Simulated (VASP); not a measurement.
# Ca (P6_3/mmc) in VASP: further runs, part 6 of 8

VASP 6.6.1. The steps go on from the part before.

### Step 91. Equation of state, PBE, 46.06 Å³/atom

The input, INCAR:

```
SYSTEM = Ca
ADDGRID  = .False.      
ALGO     = Normal         ! electronic algorithm
EDIFF    = 1E-6           ! SCF threshold, eV
ENCUT    = 460            ! plane-wave cutoff, eV
GGA      = PE             ! functional
ISIF     = 2              ! what is computed and relaxed
ISMEAR   = 1              ! smearing method
LASPH    = .True.         ! aspherical terms in the spheres
LCHARG   = .False.        ! write CHGCAR
LREAL    = .False.        ! projectors in reciprocal space
LWAVE    = .False.        ! write WAVECAR
NELM     = 100            ! most SCF steps
PREC     = Accurate       ! precision mode
SIGMA    = 0.05           ! smearing width, eV
```

The input, KPOINTS:

```
k-points
0
Gamma
  16 16 9
  0 0 0
```

The input, POSCAR:

```
Ca
1.0
    4.0194085035      0.0000000000      0.0000000000
   -2.0097042518      3.4809098723      0.0000000000
    0.0000000000      0.0000000000      6.5845586540
Ca
2
Direct
    0.6666666667      0.3333333333      0.7500000000
    0.3333333333      0.6666666667      0.2500000000
```

Started as:

```
cat potpaw_PBE.64/Ca_sv/POTCAR > POTCAR
mpirun -np 1 vasp_std > vasp.out
```

It took 50 s on 1 thread of Intel Xeon 6975P-C (Granite Rapids), shared host; peak memory 0.27 GiB.

These settings aren't checked as converged: the numbers below hold their error.

What came out:

```yaml
Free_energy: -3.8221 eV
Pressure: -1.3 GPa
Band_gap_on_the_k_mesh: none (metal or under the smearing width)
```

### Step 92. Equation of state, PBE, 43.38 Å³/atom

Edit INCAR of step 91 so:

```diff
@@ -14,2 +14,2 @@
 PREC     = Accurate       ! precision mode
-SIGMA    = 0.05           ! smearing width, eV
+SIGMA    = 0.02           ! smearing width, eV
```

KPOINTS is that of step 91.

The input, POSCAR:

```
Ca
1.0
    3.9397952310      0.0000000000      0.0000000000
   -1.9698976155      3.4119627558      0.0000000000
    0.0000000000      0.0000000000      6.4541369111
Ca
2
Direct
    0.6666666667      0.3333333333      0.7500000000
    0.3333333333      0.6666666667      0.2500000000
```

Started as:

```
cat potpaw_PBE.64/Ca_sv/POTCAR > POTCAR
mpirun -np 1 vasp_std > vasp.out
```

Run time: 62 s. Hardware: 1 thread of Intel Xeon 6975P-C (Granite Rapids), shared host; peak memory 0.27 GiB.

The run converged, but some of its settings lie outside the range that counts as converged, so its numbers aren't taken as properties of the crystal.

What came out:

```
Free energy            : -3.8498 eV
Pressure               : -0.4 GPa
Band gap on the k mesh : none (metal or under the smearing width)
```

### Step 93. Equation of state, PBE, 46.06 Å³/atom

INCAR is that of step 92.

KPOINTS is that of step 92.

The input, POSCAR:

```
Ca
1.0
    4.0194085035      0.0000000000      0.0000000000
   -2.0097042518      3.4809098723      0.0000000000
    0.0000000000      0.0000000000      6.5845586540
Ca
2
Direct
    0.6666666667      0.3333333333      0.7500000000
    0.3333333333      0.6666666667      0.2500000000
```

Potentials or basis: VASP PAW PBE potentials, release 64 (Ca_sv).

Started as:

```
cat potpaw_PBE.64/Ca_sv/POTCAR > POTCAR
mpirun -np 1 vasp_std > vasp.out
```

Wall time 50 s (1 thread of Intel Xeon 6975P-C (Granite Rapids), shared host); peak memory 0.28 GiB.

The run converged, but some of its settings lie outside the range that counts as converged, so its numbers aren't taken as properties of the crystal.

Results:

| Property | Result |
| --- | --- |
| Free energy | -3.8222 eV |
| Pressure | -1.3 GPa |
| Band gap on the k mesh | none (metal or under the smearing width) |

### Step 94. Equation of state, PBE, 43.38 Å³/atom

Edit INCAR of step 93 so:

```diff
@@ -7,3 +7,3 @@
 ISIF     = 2              ! what is computed and relaxed
-ISMEAR   = 1              ! smearing method
+ISMEAR   = -5             ! smearing method
 LASPH    = .True.         ! aspherical terms in the spheres
@@ -14,2 +14,2 @@
 PREC     = Accurate       ! precision mode
-SIGMA    = 0.02           ! smearing width, eV
+SIGMA    = 0.1            ! smearing width, eV
```

KPOINTS is that of step 93.

The input, POSCAR:

```
Ca
1.0
    3.9397952310      0.0000000000      0.0000000000
   -1.9698976155      3.4119627558      0.0000000000
    0.0000000000      0.0000000000      6.4541369111
Ca
2
Direct
    0.6666666667      0.3333333333      0.7500000000
    0.3333333333      0.6666666667      0.2500000000
```

Started as:

```
cat potpaw_PBE.64/Ca_sv/POTCAR > POTCAR
mpirun -np 1 vasp_std > vasp.out
```

It took 60 s on 1 thread of Intel Xeon 6975P-C (Granite Rapids), shared host; peak memory 0.28 GiB.

These settings aren't checked as converged: the numbers below hold their error.

What came out:

* Free energy: -3.8501 eV
* Pressure: -0.4 GPa
* Band gap on the k mesh: none (metal or under the smearing width)

Caveat: tetrahedron occupations give inexact forces and stress in metals.

### Step 95. Equation of state, PBE, 46.06 Å³/atom

INCAR is that of step 94.

KPOINTS is that of step 94.

The input, POSCAR:

```
Ca
1.0
    4.0194085035      0.0000000000      0.0000000000
   -2.0097042518      3.4809098723      0.0000000000
    0.0000000000      0.0000000000      6.5845586540
Ca
2
Direct
    0.6666666667      0.3333333333      0.7500000000
    0.3333333333      0.6666666667      0.2500000000
```

Started as:

```
cat potpaw_PBE.64/Ca_sv/POTCAR > POTCAR
mpirun -np 1 vasp_std > vasp.out
```

It took 55 s on 1 thread of Intel Xeon 6975P-C (Granite Rapids), shared host; peak memory 0.28 GiB.

The run converged, but some of its settings lie outside the range that counts as converged, so its numbers aren't taken as properties of the crystal.

Results:

```yaml
Free_energy: -3.8226 eV
Pressure: -1.3 GPa
Band_gap_on_the_k_mesh: none (metal or under the smearing width)
```

Caveat: tetrahedron occupations give inexact forces and stress in metals.

### Step 96. Equation of state, PBE, 43.38 Å³/atom

Edit INCAR of step 95 so:

```diff
@@ -7,3 +7,3 @@
 ISIF     = 2              ! what is computed and relaxed
-ISMEAR   = -5             ! smearing method
+ISMEAR   = 0              ! smearing method
 LASPH    = .True.         ! aspherical terms in the spheres
```

KPOINTS is that of step 95.

The input, POSCAR:

```
Ca
1.0
    3.9397952310      0.0000000000      0.0000000000
   -1.9698976155      3.4119627558      0.0000000000
    0.0000000000      0.0000000000      6.4541369111
Ca
2
Direct
    0.6666666667      0.3333333333      0.7500000000
    0.3333333333      0.6666666667      0.2500000000
```

Potentials or basis: VASP PAW PBE potentials, release 64 (Ca_sv).

Started as:

```
cat potpaw_PBE.64/Ca_sv/POTCAR > POTCAR
mpirun -np 1 vasp_std > vasp.out
```

It took 60 s on 1 thread of Intel Xeon 6975P-C (Granite Rapids), shared host; peak memory 0.27 GiB.

These settings aren't checked as converged: the numbers below hold their error.

What came out:

* Free energy: -3.8554 eV
* Pressure: -0.4 GPa
* Band gap on the k mesh: none (metal or under the smearing width)

### Step 97. Equation of state, PBE, 46.06 Å³/atom

INCAR is that of step 96.

KPOINTS is that of step 96.

The input, POSCAR:

```
Ca
1.0
    4.0194085035      0.0000000000      0.0000000000
   -2.0097042518      3.4809098723      0.0000000000
    0.0000000000      0.0000000000      6.5845586540
Ca
2
Direct
    0.6666666667      0.3333333333      0.7500000000
    0.3333333333      0.6666666667      0.2500000000
```

Started as:

```
cat potpaw_PBE.64/Ca_sv/POTCAR > POTCAR
mpirun -np 1 vasp_std > vasp.out
```

Wall time 52 s (1 thread of Intel Xeon 6975P-C (Granite Rapids), shared host); peak memory 0.28 GiB.

The run converged, but some of its settings lie outside the range that counts as converged, so its numbers aren't taken as properties of the crystal.

What came out:

| Quantity | Value |
| --- | --- |
| Free energy | -3.8284 eV |
| Pressure | -1.2 GPa |
| Band gap on the k mesh | none (metal or under the smearing width) |

### Step 98. Equation of state, PBE, 43.38 Å³/atom

Edit INCAR of step 97 so:

```diff
@@ -7,3 +7,3 @@
 ISIF     = 2              ! what is computed and relaxed
-ISMEAR   = 0              ! smearing method
+ISMEAR   = -1             ! smearing method
 LASPH    = .True.         ! aspherical terms in the spheres
```

KPOINTS is that of step 97.

The input, POSCAR:

```
Ca
1.0
    3.9397952310      0.0000000000      0.0000000000
   -1.9698976155      3.4119627558      0.0000000000
    0.0000000000      0.0000000000      6.4541369111
Ca
2
Direct
    0.6666666667      0.3333333333      0.7500000000
    0.3333333333      0.6666666667      0.2500000000
```

Started as:

```
cat potpaw_PBE.64/Ca_sv/POTCAR > POTCAR
mpirun -np 1 vasp_std > vasp.out
```

It took 62 s on 1 thread of Intel Xeon 6975P-C (Granite Rapids), shared host; peak memory 0.27 GiB.

These settings aren't checked as converged: the numbers below hold their error.

Results:

```
Free energy            : -3.8916 eV
Pressure               : -0.4 GPa
Band gap on the k mesh : none (metal or under the smearing width)
```

### Step 99. Equation of state, PBE, 46.06 Å³/atom

INCAR is that of step 98.

KPOINTS is that of step 98.

The input, POSCAR:

```
Ca
1.0
    4.0194085035      0.0000000000      0.0000000000
   -2.0097042518      3.4809098723      0.0000000000
    0.0000000000      0.0000000000      6.5845586540
Ca
2
Direct
    0.6666666667      0.3333333333      0.7500000000
    0.3333333333      0.6666666667      0.2500000000
```

Potentials or basis: VASP PAW PBE potentials, release 64 (Ca_sv).

Started as:

```
cat potpaw_PBE.64/Ca_sv/POTCAR > POTCAR
mpirun -np 1 vasp_std > vasp.out
```

It took 63 s on 1 thread of Intel Xeon 6975P-C (Granite Rapids), shared host; peak memory 0.28 GiB.

These settings aren't checked as converged: the numbers below hold their error.

Results:

* Free energy: -3.8654 eV
* Pressure: -1.2 GPa
* Band gap on the k mesh: none (metal or under the smearing width)

### Step 100. Equation of state, PBE, 43.38 Å³/atom

Edit INCAR of step 99 so:

```diff
@@ -4,6 +4,6 @@
 EDIFF    = 1E-6           ! SCF threshold, eV
-ENCUT    = 460            ! plane-wave cutoff, eV
+ENCUT    = 900            ! plane-wave cutoff, eV
 GGA      = PE             ! functional
 ISIF     = 2              ! what is computed and relaxed
-ISMEAR   = -1             ! smearing method
+ISMEAR   = 1              ! smearing method
 LASPH    = .True.         ! aspherical terms in the spheres
```

The input, KPOINTS:

```
k-points
0
Gamma
  12 12 7
  0 0 0
```

The input, POSCAR:

```
Ca
1.0
    3.9397952310      0.0000000000      0.0000000000
   -1.9698976155      3.4119627558      0.0000000000
    0.0000000000      0.0000000000      6.4541369111
Ca
2
Direct
    0.6666666667      0.3333333333      0.7500000000
    0.3333333333      0.6666666667      0.2500000000
```

Started as:

```
cat potpaw_PBE.64/Ca_sv/POTCAR > POTCAR
mpirun -np 1 vasp_std > vasp.out
```

Run time: 1.7 min. Hardware: 1 thread of Intel Xeon 6975P-C (Granite Rapids), shared host; peak memory 0.42 GiB.

These settings aren't checked as converged: the numbers below hold their error.

Results:

```yaml
Free_energy: -3.8509 eV
Pressure: -0.4 GPa
Band_gap_on_the_k_mesh: none (metal or under the smearing width)
```

### Step 101. Equation of state, PBE, 46.06 Å³/atom

INCAR is that of step 100.

KPOINTS is that of step 100.

The input, POSCAR:

```
Ca
1.0
    4.0194085035      0.0000000000      0.0000000000
   -2.0097042518      3.4809098723      0.0000000000
    0.0000000000      0.0000000000      6.5845586540
Ca
2
Direct
    0.6666666667      0.3333333333      0.7500000000
    0.3333333333      0.6666666667      0.2500000000
```

Started as:

```
cat potpaw_PBE.64/Ca_sv/POTCAR > POTCAR
mpirun -np 1 vasp_std > vasp.out
```

It took 80 s on 1 thread of Intel Xeon 6975P-C (Granite Rapids), shared host; peak memory 0.43 GiB.

These settings aren't checked as converged: the numbers below hold their error.

Results:

```yaml
Free_energy: -3.8236 eV
Pressure: -1.2 GPa
Band_gap_on_the_k_mesh: none (metal or under the smearing width)
```

### Step 102. Equation of state, PBE, 43.38 Å³/atom

Edit INCAR of step 101 so:

```diff
@@ -4,3 +4,3 @@
 EDIFF    = 1E-6           ! SCF threshold, eV
-ENCUT    = 900            ! plane-wave cutoff, eV
+ENCUT    = 520            ! plane-wave cutoff, eV
 GGA      = PE             ! functional
```

The input, KPOINTS:

```
k-points
0
Gamma
  16 16 9
  0 0 0
```

The input, POSCAR:

```
Ca
1.0
    3.9397952310      0.0000000000      0.0000000000
   -1.9698976155      3.4119627558      0.0000000000
    0.0000000000      0.0000000000      6.4541369111
Ca
2
Direct
    0.6666666667      0.3333333333      0.7500000000
    0.3333333333      0.6666666667      0.2500000000
```

Potentials or basis: VASP PAW PBE potentials, release 64 (Ca_sv).

Started as:

```
cat potpaw_PBE.64/Ca_sv/POTCAR > POTCAR
mpirun -np 1 vasp_std > vasp.out
```

Run time: 63 s. Hardware: 1 thread of Intel Xeon 6975P-C (Granite Rapids), shared host; peak memory 0.31 GiB.

The run converged, but some of its settings lie outside the range that counts as converged, so its numbers aren't taken as properties of the crystal.

Results:

```yaml
Free_energy: -3.8493 eV
Pressure: -0.4 GPa
Band_gap_on_the_k_mesh: none (metal or under the smearing width)
```

### Step 103. Equation of state, PBE, 46.06 Å³/atom

INCAR is that of step 102.

KPOINTS is that of step 102.

The input, POSCAR:

```
Ca
1.0
    4.0194085035      0.0000000000      0.0000000000
   -2.0097042518      3.4809098723      0.0000000000
    0.0000000000      0.0000000000      6.5845586540
Ca
2
Direct
    0.6666666667      0.3333333333      0.7500000000
    0.3333333333      0.6666666667      0.2500000000
```

Started as:

```
cat potpaw_PBE.64/Ca_sv/POTCAR > POTCAR
mpirun -np 1 vasp_std > vasp.out
```

It took 70 s on 1 thread of Intel Xeon 6975P-C (Granite Rapids), shared host; peak memory 0.32 GiB.

The run converged, but some of its settings lie outside the range that counts as converged, so its numbers aren't taken as properties of the crystal.

What came out:

```yaml
Free_energy: -3.8220 eV
Pressure: -1.3 GPa
Band_gap_on_the_k_mesh: none (metal or under the smearing width)
```

### Step 104. Equation of state, PBE, 43.38 Å³/atom

Edit INCAR of step 103 so:

```diff
@@ -13,3 +13,3 @@
 NELM     = 100            ! most SCF steps
-PREC     = Accurate       ! precision mode
+PREC     = Low            ! precision mode
 SIGMA    = 0.1            ! smearing width, eV
```

KPOINTS is that of step 103.

The input, POSCAR:

```
Ca
1.0
    3.9397952310      0.0000000000      0.0000000000
   -1.9698976155      3.4119627558      0.0000000000
    0.0000000000      0.0000000000      6.4541369111
Ca
2
Direct
    0.6666666667      0.3333333333      0.7500000000
    0.3333333333      0.6666666667      0.2500000000
```

Started as:

```
cat potpaw_PBE.64/Ca_sv/POTCAR > POTCAR
mpirun -np 1 vasp_std > vasp.out
```

It took 31 s on 1 thread of Intel Xeon 6975P-C (Granite Rapids), shared host; peak memory 0.24 GiB.

These settings aren't checked as converged: the numbers below hold their error.

Results:

```yaml
Free_energy: -3.8498 eV
Pressure: -0.4 GPa
Band_gap_on_the_k_mesh: none (metal or under the smearing width)
```

### Step 105. Equation of state, PBE, 46.06 Å³/atom

INCAR is that of step 104.

KPOINTS is that of step 104.

The input, POSCAR:

```
Ca
1.0
    4.0194085035      0.0000000000      0.0000000000
   -2.0097042518      3.4809098723      0.0000000000
    0.0000000000      0.0000000000      6.5845586540
Ca
2
Direct
    0.6666666667      0.3333333333      0.7500000000
    0.3333333333      0.6666666667      0.2500000000
```

Potentials or basis: VASP PAW PBE potentials, release 64 (Ca_sv).

Started as:

```
cat potpaw_PBE.64/Ca_sv/POTCAR > POTCAR
mpirun -np 1 vasp_std > vasp.out
```

Run time: 35 s. Hardware: 1 thread of Intel Xeon 6975P-C (Granite Rapids), shared host; peak memory 0.26 GiB.

The run converged, but some of its settings lie outside the range that counts as converged, so its numbers aren't taken as properties of the crystal.

Results:

```yaml
Free_energy: -3.8219 eV
Pressure: -1.2 GPa
Band_gap_on_the_k_mesh: none (metal or under the smearing width)
```

### Step 106. Equation of state, PBE, 43.38 Å³/atom

Edit INCAR of step 105 so:

```diff
@@ -13,3 +13,3 @@
 NELM     = 100            ! most SCF steps
-PREC     = Low            ! precision mode
+PREC     = Normal         ! precision mode
 SIGMA    = 0.1            ! smearing width, eV
```

KPOINTS is that of step 105.

The input, POSCAR:

```
Ca
1.0
    3.9397952310      0.0000000000      0.0000000000
   -1.9698976155      3.4119627558      0.0000000000
    0.0000000000      0.0000000000      6.4541369111
Ca
2
Direct
    0.6666666667      0.3333333333      0.7500000000
    0.3333333333      0.6666666667      0.2500000000
```

Started as:

```
cat potpaw_PBE.64/Ca_sv/POTCAR > POTCAR
mpirun -np 1 vasp_std > vasp.out
```

Wall time 31 s (1 thread of Intel Xeon 6975P-C (Granite Rapids), shared host); peak memory 0.27 GiB.

These settings aren't checked as converged: the numbers below hold their error.

What came out:

* Free energy: -3.8494 eV
* Pressure: -0.4 GPa
* Band gap on the k mesh: none (metal or under the smearing width)

### Step 107. Equation of state, PBE, 46.06 Å³/atom

INCAR is that of step 106.

KPOINTS is that of step 106.

The input, POSCAR:

```
Ca
1.0
    4.0194085035      0.0000000000      0.0000000000
   -2.0097042518      3.4809098723      0.0000000000
    0.0000000000      0.0000000000      6.5845586540
Ca
2
Direct
    0.6666666667      0.3333333333      0.7500000000
    0.3333333333      0.6666666667      0.2500000000
```

Started as:

```
cat potpaw_PBE.64/Ca_sv/POTCAR > POTCAR
mpirun -np 1 vasp_std > vasp.out
```

Wall time 34 s (1 thread of Intel Xeon 6975P-C (Granite Rapids), shared host); peak memory 0.29 GiB.

These settings aren't checked as converged: the numbers below hold their error.

Results:

| Quantity | Value |
| --- | --- |
| Free energy | -3.8220 eV |
| Pressure | -1.3 GPa |
| Band gap on the k mesh | none (metal or under the smearing width) |

### Step 108. Equation of state, PBE, 43.38 Å³/atom

Edit INCAR of step 107 so:

```diff
@@ -10,6 +10,6 @@
 LCHARG   = .False.        ! write CHGCAR
-LREAL    = .False.        ! projectors in reciprocal space
+LREAL    = Auto         
 LWAVE    = .False.        ! write WAVECAR
 NELM     = 100            ! most SCF steps
-PREC     = Normal         ! precision mode
+PREC     = Accurate       ! precision mode
 SIGMA    = 0.1            ! smearing width, eV
```

KPOINTS is that of step 107.

The input, POSCAR:

```
Ca
1.0
    3.9397952310      0.0000000000      0.0000000000
   -1.9698976155      3.4119627558      0.0000000000
    0.0000000000      0.0000000000      6.4541369111
Ca
2
Direct
    0.6666666667      0.3333333333      0.7500000000
    0.3333333333      0.6666666667      0.2500000000
```

Potentials or basis: VASP PAW PBE potentials, release 64 (Ca_sv).

Started as:

```
cat potpaw_PBE.64/Ca_sv/POTCAR > POTCAR
mpirun -np 1 vasp_std > vasp.out
```

Run time: 1.7 min. Hardware: 1 thread of Intel Xeon 6975P-C (Granite Rapids), shared host; peak memory 0.26 GiB.

The run converged, but some of its settings lie outside the range that counts as converged, so its numbers aren't taken as properties of the crystal.

Results:

| Property | Result |
| --- | --- |
| Free energy | -3.8492 eV |
| Pressure | -0.4 GPa |
| Band gap on the k mesh | none (metal or under the smearing width) |

### Step 109. Equation of state, PBE, 46.06 Å³/atom

INCAR is that of step 108.

KPOINTS is that of step 108.

The input, POSCAR:

```
Ca
1.0
    4.0194085035      0.0000000000      0.0000000000
   -2.0097042518      3.4809098723      0.0000000000
    0.0000000000      0.0000000000      6.5845586540
Ca
2
Direct
    0.6666666667      0.3333333333      0.7500000000
    0.3333333333      0.6666666667      0.2500000000
```

Started as:

```
cat potpaw_PBE.64/Ca_sv/POTCAR > POTCAR
mpirun -np 1 vasp_std > vasp.out
```

Run time: 2.2 min. Hardware: 1 thread of Intel Xeon 6975P-C (Granite Rapids), shared host; peak memory 0.27 GiB.

These settings aren't checked as converged: the numbers below hold their error.

What came out:

```
Free energy            : -3.8218 eV
Pressure               : -1.3 GPa
Band gap on the k mesh : none (metal or under the smearing width)
```

(Continued in part 7 of 8.)
